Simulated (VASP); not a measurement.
# TiC (Fm-3m) in VASP: elastic constants with RPBE

Aim: the elastic constants of TiC with RPBE.

Program: VASP 6.6.1. These are calculated values, not measurements. Logs are shortened: lines on timing, memory, paths and dates and some standing lists are left out, and cuts for length are marked.

## (1) The crystal as given

It takes space group Fm-3m (No. 225, cubic). The conventional cell has a = 4.331 Å, b = 4.331 Å, c = 4.331 Å, α = 90.00°, β = 90.00°, γ = 90.00°. Ti (site symmetry m-3m) is surrounded by 6 C at 2.17 Å. Around C (site symmetry m-3m) lie 6 Ti at 2.17 Å.

The cell is a database's computed one.

## (2) Elastic constants, RPBE

The input, POSCAR:

```
TiC
1.0
    0.0000000000      2.1657188400      2.1657188400
    2.1657188400      0.0000000000      2.1657188400
    2.1657188400      2.1657188400      0.0000000000
Ti C
1 1
Direct
    0.0000000000      0.0000000000      0.0000000000
    0.5000000000      0.5000000000      0.5000000000
```

The input, INCAR.step1:

```
ALGO = Normal ; EDIFF = 1E-8
EDIFFG = -0.002 ; ENCUT = 600
GGA = RP ; IBRION = 2
ISIF = 3 ; ISMEAR = 0
LASPH = True ; LCHARG = False
LREAL = False ; LWAVE = False
NELM = 60 ; NSW = 40
PREC = Accurate ; SIGMA = 0.1
```

The input, INCAR.step2:

```
ALGO = Normal ; EDIFF = 1E-8
ENCUT = 600 ; GGA = RP
IBRION = 6 ; ISIF = 3
ISMEAR = 0 ; LASPH = True
LCHARG = False ; LREAL = False
LWAVE = False ; NELM = 60
NFREE = 2 ; NSW = 1
POTIM = 0.015 ; PREC = Accurate
SIGMA = 0.1
```

The input, KPOINTS:

```
k-points
0
Gamma
  16 16 16
```

Potentials or basis: VASP PAW PBE potentials, release 64 (Ti_sv, C).

Run with:

```sh
$ cat potpaw_PBE.64/Ti_sv/POTCAR potpaw_PBE.64/C/POTCAR > POTCAR
$ cp INCAR.step1 INCAR
$ mpirun -np 1 vasp_std > vasp.out
$ cp CONTCAR POSCAR
$ cp INCAR.step2 INCAR
$ mpirun -np 1 vasp_std > vasp.out
```

OUTCAR:

```text
EDIFF = 1E-8
   ENCUT = 600
   GGA = RP
   IBRION = 6
   ISIF = 3
   ISMEAR = 0
   LASPH = True
   LREAL = False
   NELM = 60
   NFREE = 2
   NSW = 1
   POTIM = 0.015
   PREC = Accurate

 ion  position               nearest neighbor table
   1  0.000  0.000  0.000-   2 2.18   2 2.18   2 2.18   2 2.18   2 2.18   2 2.18
   2  0.500  0.500  0.500-   1 2.18   1 2.18   1 2.18   1 2.18   1 2.18   1 2.18

  LATTYP: Found a face centered cubic cell.
 ALAT       =     4.3602689185

  Lattice vectors:

 A1 = (   0.0000000000,   2.1801344593,   2.1801344593)
 A2 = (   2.1801344593,   0.0000000000,   2.1801344593)
 A3 = (   2.1801344593,   2.1801344593,   0.0000000000)

Analysis of symmetry for initial positions (statically):
=====================================================================
 Subroutine PRICEL returns:
 Original cell was already a primitive cell.

 Routine SETGRP: Setting up the symmetry group for a
 face centered cubic supercell.

 Subroutine GETGRP returns: Found 48 space group operations
 (whereof 48 operations were pure point group operations)
 out of a pool of 48 trial point group operations.

The static configuration has the point symmetry O_h .

Analysis of symmetry for dynamics (positions and initial velocities):
=====================================================================
 Subroutine PRICEL returns:
 Original cell was already a primitive cell.

 Routine SETGRP: Setting up the symmetry group for a
 face centered cubic supercell.

 Subroutine GETGRP returns: Found 48 space group operations
 (whereof 48 operations were pure point group operations)
 out of a pool of 48 trial point group operations.

The dynamic configuration has the point symmetry O_h .

 Subroutine INISYM returns: Found 48 space group operations
 (whereof 48 operations are pure point group operations),
 and found     1 'primitive' translations

----------------------------------------------------------------------------------------

                                     Primitive cell

  volume of cell :      20.7243

  direct lattice vectors                    reciprocal lattice vectors
     0.000000000  2.180134459  2.180134459    -0.229343653  0.229343653  0.229343653
     2.180134459  0.000000000  2.180134459     0.229343653 -0.229343653  0.229343653
     2.180134459  2.180134459  0.000000000     0.229343653  0.229343653 -0.229343653

  length of vectors
     3.083175720  3.083175720  3.083175720     0.397234859  0.397234859  0.397234859

  position of ions in fractional coordinates (direct lattice)
     0.000000000  0.000000000  0.000000000
     0.500000000  0.500000000  0.500000000

  ion indices of the primitive-cell ions
   primitive index   ion index
                 1           1
                 2           2

----------------------------------------------------------------------------------------

 KPOINTS: k-points

Automatic generation of k-mesh.
 Grid dimensions read from file:
 generate k-points for:   16   16   16

[... 115 lines left out ...]

------------------------ aborting loop because EDIFF is reached ----------------------------------------

  FORCE on cell =-STRESS in cart. coord.  units (eV):
  Direction    XX          YY          ZZ          XY          YZ          ZX
  --------------------------------------------------------------------------------------
  -------------------------------------------------------------------------------------
  Total       -0.0036430     -0.0036430     -0.0036430      0.0000000     -0.0000000      0.0000000
  in kB       -0.2816358     -0.2816358     -0.2816358      0.0000000     -0.0000000      0.0000000
  external PRESSURE =      -0.2816358 kB  Pullay stress =       0.0000000 kB
[... 89 lines left out ...]
  FREE ENERGIE OF THE ION-ELECTRON SYSTEM (eV)
  ---------------------------------------------------
  free  energy   TOTEN  =       -17.7991179121 eV

  energy  without entropy=      -17.7972644414  energy(sigma->0) =      -17.79819118

[... ionic steps 4 to 14 ...]

--------------------------------------- Ionic step       15  -------------------------------------------

 number of electron      16.0000000 magnetization

------------------------ aborting loop because EDIFF is reached ----------------------------------------
[... 67 lines left out ...]
--------------------------------------- Ionic step       17  -------------------------------------------

 number of electron      16.0000001 magnetization

 Free energy of the ion-electron system (eV)
  ---------------------------------------------------
  ext. energy  EPLUGINS =         0.00000000
  ---------------------------------------------------
  free energy    TOTEN  =       -17.80532636 eV

  energy without entropy =      -17.80323791  energy(sigma->0) =      -17.80428214

 E-fermi :   9.2965     XC(G=0): -12.4981

 val. band max:        9.2952177736   @ k =   0.1250   0.1250   0.0000
 cond. band min:       9.3031515973   @ k =   0.0000   0.1250   0.1250
 fundamental gap:      0.0079338236
 Fermi energy:         9.2965375717

 k-point     1 :       0.0000    0.0000    0.0000
  band No.  band energies     occupation
      1     -47.4946      2.00000
      2     -23.4595      2.00000
      3     -23.4594      2.00000
      4     -23.4594      2.00000
      5      -3.0725      2.00000
      6       9.9926      0.00000
      7       9.9926      0.00000
      8      10.0012      0.00000
      9      10.8262      0.00000
     10      10.9578      0.00000
     11      10.9578      0.00000
     12      10.9608      0.00000
[... 331 lines left out ...]
 k-point    24 :      -0.0625    0.0625    0.0000
  band No.  band energies     occupation
      1     -47.4881      2.00000
      2     -23.5022      2.00000
      3     -23.4713      2.00000
      4     -23.4606      2.00000
      5      -2.8454      2.00000
      6       9.0752      1.99826
      7       9.2720      1.27174
      8       9.2887      1.08849
      9      10.1078      0.00000
     10      10.6518      0.00000
     11      11.5346      0.00000
     12      12.0554      0.00000

 [... further k-points ...]

------------------------ aborting loop because EDIFF is reached ----------------------------------------

  FORCE on cell =-STRESS in cart. coord.  units (eV):
  Direction    XX          YY          ZZ          XY          YZ          ZX
  --------------------------------------------------------------------------------------
  -------------------------------------------------------------------------------------
  Total        0.0034503     -0.0028456     -0.0028456     -0.0000000     -0.0000000      0.0000000
  in kB        0.2667431     -0.2199896     -0.2199896     -0.0000000     -0.0000000      0.0000000
  external PRESSURE =      -0.0577453 kB  Pullay stress =       0.0000000 kB
[... 17 lines left out ...]
  FREE ENERGIE OF THE ION-ELECTRON SYSTEM (eV)
  ---------------------------------------------------
  free  energy   TOTEN  =       -17.8053263581 eV

  energy  without entropy=      -17.8032379134  energy(sigma->0) =      -17.80428214

 INTERNAL STRAIN TENSORS FROM STRAINED CELLS
 ============================================

 INTERNAL STRAIN TENSOR FOR ION    1 for displacements in x,y,z  (eV/Angst):
          X           Y           Z          XY          YZ          ZX
  --------------------------------------------------------------------------------
  x     0.00000     0.00000     0.00000     0.00000     0.00000     0.00000
  y     0.00000     0.00000    -0.00000     0.00000    -0.00000    -0.00000
  z    -0.00000    -0.00000     0.00000     0.00000    -0.00000     0.00000

 INTERNAL STRAIN TENSORS FROM DISPLACED ATOMS
 ============================================

 INTERNAL STRAIN TENSOR FOR ION    1 for displacements in x,y,z  (eV/Angst):
          X           Y           Z          XY          YZ          ZX
  --------------------------------------------------------------------------------
  x     0.00000     0.00000     0.00000     0.00000     0.00000     0.00000
  y     0.00000     0.00000     0.00000     0.00000     0.00000     0.00000
  z     0.00000     0.00000     0.00000     0.00000     0.00000     0.00000

 INTERNAL STRAIN TENSOR FOR ION    2 for displacements in x,y,z  (eV/Angst):
          X           Y           Z          XY          YZ          ZX
  --------------------------------------------------------------------------------
  x     0.00000     0.00000     0.00000     0.00000     0.00000     0.00000
  y     0.00000     0.00000     0.00000     0.00000     0.00000     0.00000
  z     0.00000     0.00000     0.00000     0.00000     0.00000     0.00000

 Eigenvectors and eigenvalues of the dynamical matrix
 ----------------------------------------------------

   1 f  =   14.975532 THz    94.094044 2PiTHz  499.529987 cm-1    61.933797 meV
             X         Y         Z           dx          dy          dz
      0.000000  0.000000  0.000000     0.000000    0.447878    0.000000
      2.180134  2.180134  2.180134     0.000000   -0.894095    0.000000
[... 21 lines left out ...]
   6 f/i=    0.000882 THz     0.005542 2PiTHz    0.029419 cm-1     0.003648 meV
             X         Y         Z           dx          dy          dz
      0.000000  0.000000  0.000000     0.000000    0.000000    0.894095
      2.180134  2.180134  2.180134     0.000000    0.000000    0.447878

--------------------------------------------------------------------------------------------------------

 ELASTIC MODULI CONTR FROM IONIC RELAXATION (kBar)
 Direction    XX          YY          ZZ          XY          YZ          ZX
 --------------------------------------------------------------------------------
 XX           0.0000      0.0000      0.0000      0.0000      0.0000      0.0000
 YY           0.0000      0.0000      0.0000      0.0000      0.0000      0.0000
 ZZ           0.0000      0.0000      0.0000      0.0000      0.0000      0.0000
 XY           0.0000      0.0000      0.0000      0.0000      0.0000      0.0000
 YZ           0.0000      0.0000      0.0000      0.0000      0.0000      0.0000
 ZX           0.0000      0.0000      0.0000      0.0000      0.0000      0.0000
 --------------------------------------------------------------------------------

 TOTAL ELASTIC MODULI (kBar)
 Direction    XX          YY          ZZ          XY          YZ          ZX
 --------------------------------------------------------------------------------
 XX        4741.3099   1180.3445   1180.3445     -0.0000      0.0000     -0.0000
 YY        1180.3445   4741.3099   1180.3445      0.0000     -0.0000      0.0000
 ZZ        1180.3445   1180.3445   4741.3099      0.0000      0.0000      0.0000
 XY          -0.0000      0.0000      0.0000   1574.8890      0.0000      0.0000
 YZ           0.0000     -0.0000      0.0000      0.0000   1574.8890      0.0000
 ZX          -0.0000      0.0000      0.0000      0.0000      0.0000   1574.8890
 --------------------------------------------------------------------------------
```

Wall time 20 min (1 thread of Intel Xeon 6975P-C (Granite Rapids), shared host); peak memory 0.7 GiB.

What came out:

* Relaxed volume: 10.36 Å³/atom
* Relaxed cell: a = 3.083 Å, b = 3.083 Å, c = 3.083 Å, α = 60.00°, β = 60.00°, γ = 60.00°
* Space group after relaxing (to 0.05 Å): Fm-3m (No. 225)
* Elastic constants C11, C12, C44: 474, 118, 157 GPa
* Voigt bulk modulus: 237 GPa
* Highest phonon frequency at Γ, LO-TO splitting left out: 500 cm⁻¹

The path:
```
step  energy change (eV)  largest force (eV/Å)  pressure (GPa)  volume (Å³)
   1              0.0000                0.0000            4.88        20.32
   2              0.0030                0.0000           -5.53        21.24
   3             -0.0061                0.0000           -0.02        20.72
```

Final structure:
```
CELL_PARAMETERS angstrom
0.00000 2.18013 2.18013
2.18013 0.00000 2.18013
2.18013 2.18013 0.00000
ATOMIC_POSITIONS crystal
Ti 0.00000 0.00000 0.00000
C 0.50000 0.50000 0.50000
```

Phonon frequencies in cm⁻¹ (negative: imaginary):
| q point | frequencies |
| --- | --- |
| (0.000, 0.000, 0.000) | 0 0 0 500 500 500 |

Elastic tensor in Voigt notation (GPa, in the Cartesian axes of the cell as first typed):
```
474 118 118   0   0   0
118 474 118   0   0   0
118 118 474   0   0   0
  0   0   0 157   0   0
  0   0   0   0 157   0
  0   0   0   0   0 157
```

Clamped-ion elastic tensor (GPa):
```
474 118 118   0   0   0
118 474 118   0   0   0
118 118 474   0   0   0
  0   0   0 157   0   0
  0   0   0   0 157   0
  0   0   0   0   0 157
```

Caveat: the PAW data sets were made with another functional, which shifts forces and pressure a little.
